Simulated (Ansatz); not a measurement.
**SrO: band gap under strain**

Aim: follow the gap of SrO built on the database structure prototype through these states: no strain; -2.5 % biaxial strain in x and y, free along z; -1.3 % strain along z alone. The table at the end shows which levels were run.

Code: Ansatz 0.2.0. PAW datasets, plane waves. (Simulation; spin polarisation is off.)

**1. The structure to begin with**

The unstrained cell was relaxed with r2SCAN; in each strained cell the atoms were relaxed again with r2SCAN. Names of k-points are those of the unstrained zone, where strain can split equivalent points. First state: no strain.

It is hexagonal, P6_3/mmc (No. 194); a = 3.547 Å, c = 6.208 Å in the conventional setting, 16.91 Å³ an atom. Around Sr lie 6 O at 2.57 Å; around O lie 6 Sr at 2.57 Å.

Coordinates:

Space group P6_3/mmc (No. 194). a = 3.547 Å, b = 3.547 Å, c = 6.208 Å, α = 90.00°, β = 90.00°, γ = 120.00°
```tsv
atom	site	symmetry	x	y	z
Sr	2c	-6m2	0.3333	0.6667	0.2500
O	2a	-3m.	0.0000	0.0000	0.0000
```

**2. No strain: PBE**

File input.yaml:

```yaml
crystal:
  lattice:
    - [3.547127748, 0.0, 0.0]
    - [-1.773563874, 3.0719027403, 0.0]
    - [0.0, 0.0, 6.208342035]
  atoms:
    - { symbol: Sr, position: [0.3333333333, 0.6666666667, 0.25] }
    - { symbol: Sr, position: [0.6666666667, 0.3333333333, 0.75] }
    - { symbol: O, position: [0.0, 0.0, 0.0] }
    - { symbol: O, position: [0.0, 0.0, 0.5] }
kpoints:
  mp_grid: { grid: [12, 12, 4] }
  band_path:
    path:
      - [0.0, 0.0, 0.0]
      - [0.5, 0.0, 0.0]
      - [0.3333333333, 0.3333333333, 0.0]
      - [0.0, 0.0, 0.5]
      - [0.5, 0.0, 0.5]
      - [0.3333333333, 0.3333333333, 0.5]
      - [0.0, 0.5, 0.0]
    npoints: 1
hamiltonian:
  xc: pbe
scf:
  occupations: { method: fermi_dirac, width: 0.02 }
  n_extra_bands: 5
output:
  forces: true
  stress: true
  eigenvalues: true
```

Command:

```sh
ansatz run input.yaml --threads 4 --pin off --max-ram 4608MiB --backend cpu --events-out ev --progress --plain --runs-dir out
```

After this run come: No strain: r2SCAN; No strain: HSE06; -2.5 % biaxial strain in x and y, free along z: PBE; -2.5 % biaxial strain in x and y, free along z: r2SCAN; -2.5 % biaxial strain in x and y, free along z: HSE06; -1.3 % strain along z alone: PBE; -1.3 % strain along z alone: r2SCAN; -1.3 % strain along z alone: HSE06.

**Question.** What will these runs give?

As calculated:

Least gap in eV (negative: overlap), with the change from the unstrained cell in brackets:

| state | volume change (%) | PBE | r2SCAN | HSE06 |
| --- | --- | --- | --- | --- |
| no strain | +0.0 | 3.10 | 3.54 | 4.53 |
| -2.5 % biaxial strain in x and y, free along z | -4.2 | 3.20 (+0.10) | 3.65 (+0.11) | 4.66 (+0.13) |
| -1.3 % strain along z alone | -1.3 | 3.05 (-0.05) | 3.48 (-0.06) | 4.50 (-0.03) |

With HSE06, of the states in the table -2.5 % biaxial strain in x and y, free along z shifts the gap most, by +0.130 eV. PBE and HSE06 differ by 1.43 eV on the unstrained gap, and by at most 0.03 eV on its change: the two disagree on the size of the gap but agree on its response to strain.
